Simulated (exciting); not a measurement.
# Al (Im-3m) in exciting: equation of state

Aim: energy against volume of Al in PBE, for its equilibrium volume and stiffness.

All numbers are computed with exciting (release sodium); they aren't measurements. Logs are shortened: lines on timing, memory, paths and dates and some standing lists are left out, and cuts for length are marked.

### 1 The crystal as given

The structure is cubic, space group Im-3m (No. 229). The conventional cell has a = 3.182 Å, b = 3.182 Å, c = 3.182 Å, α = 90.00°, β = 90.00°, γ = 90.00°. Around Al (site symmetry m-3m) lie 8 Al at 2.76 Å.

This isn't the form of Al at room conditions, which is fcc.

### 2 Equation of state, PBE, 15.15 Å³/atom (volume scaled by 0.94)

input.xml reads:

```xml
<input>
  <title>Al</title>
  <structure speciespath="./" tshift="false">
    <crystal scale="1">
      <basevect>-2.945583620353 2.945583620353 2.945583620353</basevect>
      <basevect>2.945583620353 -2.945583620353 2.945583620353</basevect>
      <basevect>2.945583620353 2.945583620353 -2.945583620353</basevect>
    </crystal>
    <species speciesfile="Al.xml" rmt="2">
      <atom coord="0.000000000000 0.000000000000 0.000000000000"/>
    </species>
  </structure>
  <groundstate do="fromscratch" ngridk="12 12 12" rgkmax="7.5" gmaxvr="14" lmaxapw="10" lmaxmat="10" lmaxvr="8" xctype="GGA_PBE" stype="Fermi Dirac" swidth="0.00183747" nempty="8" ValenceRelativity="iora*" epsengy="1e-05" epspot="1e-05" maxscl="60" outputlevel="normal"/>
</input>
```

Potentials or basis: all-electron LAPW+lo, shipped species files, valence relativity iora*.

On the command line:

```bash
$ OMP_NUM_THREADS=1 exciting_smp
```

INFO.OUT:

```text
================================================================================
EXCITING SODIUM started
[... 10 lines left out ...]

 Lattice vectors (cartesian) :
     -2.9455836204      2.9455836204      2.9455836204
      2.9455836204     -2.9455836204      2.9455836204
      2.9455836204      2.9455836204     -2.9455836204

 Reciprocal lattice vectors (cartesian) :
      0.0000000000      1.0665433607      1.0665433607
      1.0665433607      0.0000000000      1.0665433607
      1.0665433607      1.0665433607      0.0000000000

 Unit cell volume                           :     102.2289875850
 Brillouin zone volume                      :       2.4264175876

 Species :    1 (Al)
     parameters loaded from                 :    Al.xml
     name                                   :    aluminium
     nuclear charge                         :     -13.00000000
     electronic charge                      :      13.00000000
     atomic mass                            :   49184.33493000
     muffin-tin radius                      :       2.00000000
     # of radial points in muffin-tin       :     300

     atomic positions (lattice) :
       1 :   0.00000000  0.00000000  0.00000000

 Total number of atoms per unit cell        :       1

 Spin treatment                             :    spin-unpolarised

 Number of Bravais lattice symmetries       :      48
 Number of crystal symmetries               :      48

 k-point grid                               :      12   12   12
 Total number of k-points                   :      72
 k-point set is reduced with crystal symmetries

 R^MT_min * |G+k|_max (rgkmax)              :       7.50000000
 Species with R^MT_min                      :       1 (Al)
 Maximum |G+k| for APW functions            :       3.75000000
 Maximum |G| for potential and density      :      14.00000000

 G-vector grid sizes                        :      24    24    24
 Total number of G-vectors                  :    4753

 Maximum angular momentum used for
     APW functions                          :      10
     computing H and O matrix elements      :      10
     potential and density                  :       8
     inner part of muffin-tin               :       2

 Total nuclear charge                       :     -13.00000000
 Total electronic charge                    :      13.00000000
 Total core charge                          :       4.00000000
 Total valence charge                       :       9.00000000

 Number of empty states                     :       8
 Total number of valence states             :      13

 Maximum Hamiltonian size                   :     107
 Maximum number of plane-waves              :     100
 Total number of local-orbitals             :       7

 Exchange-correlation type                  :      20
[... 23 lines left out ...]
+ SCF iteration number :    1                                                  +
++++++++++++++++++++++++++++++++++++++++++++++++++++++++++++++++++++++++++++++++
 Total energy                               :      -242.54777928
 _______________________________________________________________
 Fermi energy                               :         0.30310145
 Kinetic energy                             :       243.68938804
 Coulomb energy                             :      -467.57623171
 Exchange energy                            :       -18.14320338
 Correlation energy                         :        -0.51773224

 DOS at Fermi energy (states/Ha/cell)       :        13.86492188

 Electron charges :
     core                                   :         4.00000000
     core leakage                           :         0.00137353
     valence                                :         9.00000000
     interstitial                           :         2.08682906
     charge in muffin-tin spheres :
                  atom     1    Al          :        10.91317094
     total charge in muffin-tins            :        10.91317094
     total charge                           :        13.00000000

++++++++++++++++++++++++++++++++++++++++++++++++++++++++++++++++++++++++++++++++
+ SCF iteration number :    2                                                  +
++++++++++++++++++++++++++++++++++++++++++++++++++++++++++++++++++++++++++++++++
 Total energy                               :      -242.62325296
 _______________________________________________________________
 Fermi energy                               :         0.30231256
 Kinetic energy                             :       243.60871479
 Coulomb energy                             :      -467.57027480
 Exchange energy                            :       -18.14397773
 Correlation energy                         :        -0.51771523
[... 314 lines left out ...]
++++++++++++++++++++++++++++++++++++++++++++++++++++++++++++++++++++++++++++++++
+ SCF iteration number :   14                                                  +
++++++++++++++++++++++++++++++++++++++++++++++++++++++++++++++++++++++++++++++++
 Total energy                               :      -242.81603246
 _______________________________________________________________
 Fermi energy                               :         0.29994948
 Kinetic energy                             :       243.38535096
 Coulomb energy                             :      -467.53866361
 Exchange energy                            :       -18.14506045
 Correlation energy                         :        -0.51765936

 DOS at Fermi energy (states/Ha/cell)       :        14.01018335

 Electron charges :
     core                                   :         4.00000000
     core leakage                           :         0.00134565
     valence                                :         9.00000000
     interstitial                           :         2.07784138
     charge in muffin-tin spheres :
                  atom     1    Al          :        10.92215862
     total charge in muffin-tins            :        10.92215862
     total charge                           :        13.00000000

 RMS change in effective potential (target) :  0.125580E-08  ( 0.100000E-04)
 Absolute change in total energy   (target) :  0.102539E-06  ( 0.100000E-04)
 Charge distance                   (target) :  0.739744E-09  ( 0.100000E-04)

++++++++++++++++++++++++++++++++++++++++++++++++++++++++++++++++++++++++++++++++
| Convergency criteria checked for the last 2 iterations                       +
| Convergence targets achieved. Performing final SCF iteration                 +
++++++++++++++++++++++++++++++++++++++++++++++++++++++++++++++++++++++++++++++++
 Total energy                               :      -242.81603244
 _______________________________________________________________
 Fermi energy                               :         0.29994948
 Kinetic energy                             :       243.38535096
 Coulomb energy                             :      -467.53866359
 Exchange energy                            :       -18.14506045
 Correlation energy                         :        -0.51765936

 DOS at Fermi energy (states/Ha/cell)       :        14.01018352

 Electron charges :
     core                                   :         4.00000000
     core leakage                           :         0.00134565
     valence                                :         9.00000000
     interstitial                           :         2.07784138
     charge in muffin-tin spheres :
                  atom     1    Al          :        10.92215862
     total charge in muffin-tins            :        10.92215862
     total charge                           :        13.00000000

++++++++++++++++++++++++++++++++++++++++++++++++++++++++++++++++++++++++++++++++
[... 12 lines left out ...]
| EXCITING SODIUM stopped                                                      =
================================================================================
```

Run time: 14 s. Hardware: 1 thread of Arm Neoverse V2, shared host; peak memory 0.09 GiB.

Results:

```
Free energy                                       : -6607.3650 eV
Band gap on the k mesh                            : none (metal or under the smearing width)
All electrons inside the program's atomic spheres : Al 10.92 (radii Al 2.0 bohr)
```

Caveat: the log's total energy holds no entropy term; the free energy is that total less TS from the occupations.

### 3 Equation of state, PBE, 15.47 Å³/atom (volume scaled by 0.96)

input.xml, as its differences from that of step 2:

```diff
@@ -4,5 +4,5 @@
     <crystal scale="1">
-      <basevect>-2.945583620353 2.945583620353 2.945583620353</basevect>
-      <basevect>2.945583620353 -2.945583620353 2.945583620353</basevect>
-      <basevect>2.945583620353 2.945583620353 -2.945583620353</basevect>
+      <basevect>-2.966327850403 2.966327850403 2.966327850403</basevect>
+      <basevect>2.966327850403 -2.966327850403 2.966327850403</basevect>
+      <basevect>2.966327850403 2.966327850403 -2.966327850403</basevect>
     </crystal>
```

Potentials or basis: all-electron LAPW+lo, shipped species files, valence relativity iora*.

On the command line:

```bash
$ OMP_NUM_THREADS=1 exciting_smp
```

Wall time 13 s (1 thread of Arm Neoverse V2, shared host); peak memory 0.09 GiB.

The run converged. Its results:

```
Free energy                                       : -6607.3823 eV
Band gap on the k mesh                            : none (metal or under the smearing width)
All electrons inside the program's atomic spheres : Al 10.91 (radii Al 2.0 bohr)
```

Caveat: the log's total energy holds no entropy term; the free energy is that total less TS from the occupations.

### 4 Equation of state, PBE, 15.79 Å³/atom (volume scaled by 0.98)

input.xml, as its differences from that of step 3:

```diff
@@ -4,5 +4,5 @@
     <crystal scale="1">
-      <basevect>-2.966327850403 2.966327850403 2.966327850403</basevect>
-      <basevect>2.966327850403 -2.966327850403 2.966327850403</basevect>
-      <basevect>2.966327850403 2.966327850403 -2.966327850403</basevect>
+      <basevect>-2.986785930186 2.986785930186 2.986785930186</basevect>
+      <basevect>2.986785930186 -2.986785930186 2.986785930186</basevect>
+      <basevect>2.986785930186 2.986785930186 -2.986785930186</basevect>
     </crystal>
```

On the command line:

```bash
$ OMP_NUM_THREADS=1 exciting_smp
```

Run time: 14 s. Hardware: 1 thread of Arm Neoverse V2, shared host; peak memory 0.09 GiB.

The run converged. Its results:

- Free energy: -6607.3956 eV
- Band gap on the k mesh: none (metal or under the smearing width)
- All electrons inside the program's atomic spheres: Al 10.90 (radii Al 2.0 bohr)

Caveat: the log's total energy holds no entropy term; the free energy is that total less TS from the occupations.

### 5 Equation of state, PBE, 16.12 Å³/atom

input.xml, as its differences from that of step 4:

```diff
@@ -4,5 +4,5 @@
     <crystal scale="1">
-      <basevect>-2.986785930186 2.986785930186 2.986785930186</basevect>
-      <basevect>2.986785930186 -2.986785930186 2.986785930186</basevect>
-      <basevect>2.986785930186 2.986785930186 -2.986785930186</basevect>
+      <basevect>-3.006967528486 3.006967528486 3.006967528486</basevect>
+      <basevect>3.006967528486 -3.006967528486 3.006967528486</basevect>
+      <basevect>3.006967528486 3.006967528486 -3.006967528486</basevect>
     </crystal>
```

On the command line:

```bash
$ OMP_NUM_THREADS=1 exciting_smp
```

Wall time 13 s (1 thread of Arm Neoverse V2, shared host); peak memory 0.09 GiB.

The run converged. Its results:

* Free energy: -6607.4053 eV
* Band gap on the k mesh: none (metal or under the smearing width)
* All electrons inside the program's atomic spheres: Al 10.89 (radii Al 2.0 bohr)

Caveat: the log's total energy holds no entropy term; the free energy is that total less TS from the occupations.

### 6 Equation of state, PBE, 16.44 Å³/atom (volume scaled by 1.02)

input.xml, as its differences from that of step 5:

```diff
@@ -4,5 +4,5 @@
     <crystal scale="1">
-      <basevect>-3.006967528486 3.006967528486 3.006967528486</basevect>
-      <basevect>3.006967528486 -3.006967528486 3.006967528486</basevect>
-      <basevect>3.006967528486 3.006967528486 -3.006967528486</basevect>
+      <basevect>-3.026881801026 3.026881801026 3.026881801026</basevect>
+      <basevect>3.026881801026 -3.026881801026 3.026881801026</basevect>
+      <basevect>3.026881801026 3.026881801026 -3.026881801026</basevect>
     </crystal>
```

Potentials or basis: all-electron LAPW+lo, shipped species files, valence relativity iora*.

On the command line:

```bash
$ OMP_NUM_THREADS=1 exciting_smp
```

It took 13 s on 1 thread of Arm Neoverse V2, shared host; peak memory 0.09 GiB.

The run converged. Its results:

```
Free energy                                       : -6607.4113 eV
Band gap on the k mesh                            : none (metal or under the smearing width)
All electrons inside the program's atomic spheres : Al 10.88 (radii Al 2.0 bohr)
```

Caveat: the log's total energy holds no entropy term; the free energy is that total less TS from the occupations.

### 7 Equation of state, PBE, 16.76 Å³/atom (volume scaled by 1.04)

input.xml, as its differences from that of step 6:

```diff
@@ -4,5 +4,5 @@
     <crystal scale="1">
-      <basevect>-3.026881801026 3.026881801026 3.026881801026</basevect>
-      <basevect>3.026881801026 -3.026881801026 3.026881801026</basevect>
-      <basevect>3.026881801026 3.026881801026 -3.026881801026</basevect>
+      <basevect>-3.046537428452 3.046537428452 3.046537428452</basevect>
+      <basevect>3.046537428452 -3.046537428452 3.046537428452</basevect>
+      <basevect>3.046537428452 3.046537428452 -3.046537428452</basevect>
     </crystal>
```

On the command line:

```bash
$ OMP_NUM_THREADS=1 exciting_smp
```

Wall time 14 s (1 thread of Arm Neoverse V2, shared host); peak memory 0.09 GiB.

Results (log left out):

```
Free energy                                       : -6607.4145 eV
Band gap on the k mesh                            : none (metal or under the smearing width)
All electrons inside the program's atomic spheres : Al 10.87 (radii Al 2.0 bohr)
```

Caveat: the log's total energy holds no entropy term; the free energy is that total less TS from the occupations.

(Part 1 of 2 ends here.)
